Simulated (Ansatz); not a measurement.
**PdIn: changing the pressure**

The cell as given:

The structure is cubic, space group Fm-3m (No. 225). Conventional cell: a = 5.492 Å, b = 5.492 Å, c = 5.492 Å, α = 90.00°, β = 90.00°, γ = 90.00°. Around In (site symmetry m-3m) lie 6 Pd at 2.75 Å. Around Pd (site symmetry m-3m) lie 6 In at 2.75 Å.

The cell comes from a database or a generator and needn't be the stable form of this composition.

Kept alike: task relaxation of cell and atoms; functional PBE; k mesh 8 × 8 × 8; occupations fermi-dirac, width 0.05 eV; no spin polarisation. Program: Ansatz, Ansatz PAW, cutoff 420 eV. The mesh is that of the run's cell of 2 atoms. No spin-orbit coupling.

```tsv
pressure, P (GPa)	volume (Å³/atom)
0	20.746
2	20.290
5	19.704
10	?
20	17.734
```

The relaxations keep at least the cell's symmetry (Fm-3m). For a metal such a mesh leaves the last digits unconverged. Runs of this series that gave no sound value for these columns are left out. The runs follow the start's structure, whether or not it is the stable one at these pressures. P is the pressure aimed at, which the runs meet within some hundredths to tenths of a GPa.

Q: Fit the rows shown and predict the run at 10 GPa.

A: Murnaghan's form V = V0 (1 + B′P/B0)^(-1/B′) through the rows shown has V0 = 20.7456, B0 = 85.52 GPa and B′ = 4.79 (largest miss 0.0008); at P = 10 it gives 18.906 Å³/atom. The run gave: volume 18.912 Å³/atom.

The volume falls steadily with pressure, but each further GPa removes less of it: the lattice stiffens as it is squeezed, as the positive B′ expresses. Shorter Pd–In contacts raise the kinetic energy of the valence electrons and the Pauli repulsion between the ion cores and the filled or nearly filled d shells, and this increasingly outweighs the gain in metallic and polar Pd–In bonding. The run at 10 GPa lies very close to the interpolated value, so a single smooth compression curve describes this phase over the range covered.

The fitted B0 belongs to the rocksalt arrangement, however, whereas PdIn is known as a CsCl-type intermetallic. There each atom has eight unlike neighbours instead of six, and the packing is denser, as suits a metallic compound without strong ionic or directional bonding. The modulus therefore shouldn't be read as that of ordinary PdIn, and pressure would probably favour the CsCl type further through the PV term. The smoothness of the curve is no evidence that the rocksalt form is dynamically stable.
